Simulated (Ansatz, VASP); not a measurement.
**Two plane-wave programs on NaCl**

```
CELL_PARAMETERS angstrom
0.00000 2.81651 2.81651
2.81651 0.00000 2.81651
2.81651 2.81651 0.00000
ATOMIC_POSITIONS crystal
Na 0.00000 0.00000 0.00000
Cl 0.50000 0.50000 0.50000
```

Alike in both runs: task single point; functional PBE; k mesh 6 × 6 × 6; occupations gaussian, width 0.05 eV; no spin polarisation.

|  | VASP | Ansatz |
| --- | --- | --- |
| version | VASP 6.6.1 | Ansatz 0.2.0 |
| potentials or method | VASP PAW PBE potentials, release 64 (Na_pv, Cl) | scalar-relativistic, plane waves, PAW |
| plane-wave cutoff (eV) | 520 | 420 |
| valence electrons in the cell | 14 | 16 |

Ansatz gave:

* gap on the k mesh at the Fermi level (eV): 5.12
* least direct gap on the mesh (eV): 5.12
* pressure (GPa): 0.9

**Question.** What did VASP give for the same quantities?

**Answer.** gap on the k mesh at the Fermi level (eV): 5.12; least direct gap on the mesh (eV): 5.12; pressure (GPa): 0.8.

With one functional, cell and mesh, what is left measures potentials, basis and numerics. The two sets of potentials don't hold the same shells in valence.
